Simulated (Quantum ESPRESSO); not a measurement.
RbBr:

```
Rb Br
1.0
     0.00000    3.42700    3.42700
     3.42700    0.00000    3.42700
     3.42700    3.42700    0.00000
Rb Br
1 1
Direct
  0.00000 0.00000 0.00000
  0.50000 0.50000 0.50000
```

| Quantity | Value |
| --- | --- |
| Program | Quantum ESPRESSO 7.5 |
| Task | phonons and Raman activities |
| Functional | PBEsol |
| Potentials or basis | PseudoDojo 0.4.1 SR PBEsol standard |
| Cutoff | 626 eV |
| Density cutoff | 2503 eV |
| k mesh | 4 × 4 × 4, shifted |
| Occupations | fermi-dirac, width 0.05 eV |
| Spin | no spin polarisation |
| Mixing beta | 0.5 |
| Most SCF iterations | 120 |
| SCF threshold | 4e-10 Ry |
| Startingwfc | atomic |
| Mixing mode | local-TF |

The cell and the atoms were relaxed first, to 40.05 Å³/atom (a = 4.839 Å, b = 4.839 Å, c = 4.839 Å, α = 60.00°, β = 60.00°, γ = 60.00°), and the response was taken there.

The first run showed a gap, so the response started from a second, tighter run with fixed occupations.

The run gives a transverse optical frequency of 85 cm⁻¹, an electronic dielectric constant of 2.59 and Born charges of ±1.16 e.

Question: What are the longitudinal frequency and the static dielectric constant?

Answer: The longitudinal mode lies at 122 cm⁻¹, 37 cm⁻¹ over the transverse one, and the static constant is 5.33. The two agree with the Lyddane-Sachs-Teller relation: (122/85)² = 2.06 and 5.33/2.59 = 2.06.
